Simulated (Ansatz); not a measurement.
# A series in volume scale on TaC

Results calculated with Ansatz 0.2.0, not measured. Periodic Kohn-Sham DFT of a crystal at fixed atoms, scaled to volume_scale times the given cell; pressure positive in compression, energy less spherical unpolarised free atoms, largest_vzz the field gradient of largest size among the nuclei.

The cell before it is scaled or strained (space group Fm-3m, No. 225):
```
CELL_PARAMETERS angstrom
0.00000 2.23790 2.23790
2.23790 0.00000 2.23790
2.23790 2.23790 0.00000
ATOMIC_POSITIONS crystal
Ta 0.00000 0.00000 0.00000
C 0.50000 0.50000 0.50000
```

Settings of every row: method frozen-core PAW; functional PBE; relativity scalar; k mesh 14x14x14; filling fermi-dirac; smearing width 0.03 eV; wave cutoff 420 eV; paw set soft_2.

Atom start moment: 0 on all atoms.

Limits: no spin-orbit coupling on heavy atoms.

```
row  volume scale  V (Å³/atom)  pressure (GPa)
  1          0.95       10.647          18.496
  2         0.975       10.928           8.648
  3             1       11.207           0.001
  4         1.025       11.488               ?
  5          1.05       11.768         -14.266
```

Question: what pressure should row 4 give?

Worked fit of pressure. Take u = (V_r/V)^(2/3) − 1 with V_r = 11.068 Å³ an atom, which is twice the finite (Eulerian) strain; such expansions in the strain, on which the Birch-Murnaghan equation of state is built, carry the rest volume and the bulk modulus. The shown rows have u = 0.02619, 0.00852, -0.00829, -0.04006. Least squares give pressure = 4.1716 + 512.789 × u + 1310.43 × u² GPa; a straight line predicts inner rows, each left out in turn, worse (root mean square 0.9 against 0.025 GPa). The rows lie off it by -0.004, 0.012, -0.010, 0.002 (root mean square 0.0081 GPa). The pressure vanishes at u = -0.0083, or V = 11.21 Å³ an atom, and there the bulk modulus at fixed shape and fractions is B = −V dP/dV = (2/3)(1 + u) dP/du = 325 GPa. The withheld row has u = -0.02452, so the fit gives 4.1716 + 512.789 × (-0.02452) + 1310.43 × (-0.02452)² = -7.614 GPa.

The calculation gave -7.595 GPa. The fit lies 0.019 GPa (0.058 % of the column's range) below it; its largest miss of a shown row is 0.012 GPa.
